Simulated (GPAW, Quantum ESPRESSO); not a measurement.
This is a calculation of Al for GPAW 26.7.0 (ASE script). This isn't the form of Al at room conditions, which is fcc.

Contents of run.py:

```python
from ase import Atoms
from ase.dft.bandgap import bandgap
from ase.io import write
from ase.units import Bohr, GPa
from gpaw import GPAW, PW
from gpaw.elf import elf_from_dft_calculation

atoms = Atoms(['Al', 'Al'],
              cell=[[4.4916001283, 0.0, 0.0],
                    [-2.2458000642, 3.8898398148, 0.0],
                    [0.0, 0.0, 2.7226]],
              scaled_positions=[[0.33333, 0.66667, 0.0],
                                [0.6666633333, 0.3333366667, 0.0]],
              pbc=True)

calc = GPAW(mode=PW(600),
            xc='PBE',
            kpts={'size': (7, 7, 10), 'gamma': True},
            occupations={'name': 'fermi-dirac', 'width': 0.05},
            nbands=10,
            convergence={'density': 1e-05, 'energy': 1e-05},
            maxiter=150,
            txt='gpaw.txt')
atoms.calc = calc
energy = atoms.get_potential_energy()
forces = atoms.get_forces()
stress = atoms.get_stress()
calc.write('gs.gpw')
write('result.traj', atoms)
print(f'Energy: {energy:.6f} eV')
print('Forces (eV/A):')
print(forces.round(4))
print('Stress (GPa):', (stress / GPa).round(3))
print('Fermi level:', round(calc.get_fermi_level(), 4), 'eV')
print(f'Gap: {bandgap(calc)[0]:.4f} eV, direct: {bandgap(calc, direct=True)[0]:.4f} eV')

# fields on the real-space grid
write('density.cube', atoms, data=calc.get_pseudo_density() * Bohr**3)
write('potential.cube', atoms, data=calc.get_electrostatic_potential())
write('elf.cube', atoms, data=elf_from_dft_calculation(calc).data)
```

Potentials or basis: GPAW PAW data sets (gpaw-data 1.2.1), pw.

The run is started by

```bash
$ OMP_NUM_THREADS=1 python run.py
```

Question: Translate it to Quantum ESPRESSO 7.5. Potentials or basis there: SSSP 1.3 efficiency PBE, cutoff 748 eV.

Answer: As run (cutoffs and basis follow the program's own potentials, and thresholds, step limits or extra output files can differ):

Contents of pw.in:

```
&CONTROL
  calculation = 'scf'
  prefix = 'pwscf'
  outdir = './tmp'
  pseudo_dir = './pseudo'
  tprnfor = .true.
  tstress = .true.
  disk_io = 'nowf'
/
&SYSTEM
  ibrav = 0
  nat = 2
  ntyp = 1
  ecutwfc = 55
  ecutrho = 440
  nbnd = 8
  occupations = 'smearing'
  smearing = 'fd'
  degauss = 0.00367493
/
&ELECTRONS
  conv_thr = 4d-10
  electron_maxstep = 120
  mixing_beta = 0.5
/
ATOMIC_SPECIES
Al    26.9815 Al.pbe-n-kjpaw_psl.1.0.0.UPF
CELL_PARAMETERS angstrom
   4.4916000000    0.0000000000    0.0000000000
  -2.2458000000    3.8898400000    0.0000000000
   0.0000000000    0.0000000000    2.7226000000
ATOMIC_POSITIONS crystal
Al     0.3333300000    0.6666700000    0.0000000000
Al     0.6666700000    0.3333300000    0.0000000000
K_POINTS automatic
7 7 10 0 0 0
```

Potentials or basis: SSSP 1.3 efficiency PBE.

Run with:

```sh
$ OMP_NUM_THREADS=1 pw.x -in pw.in > pw.out
```

Both were run:

|  | GPAW | Quantum ESPRESSO |
| --- | --- | --- |
| Pressure | 1.7 GPa | 1.6 GPa |

Pressure is positive in compression.
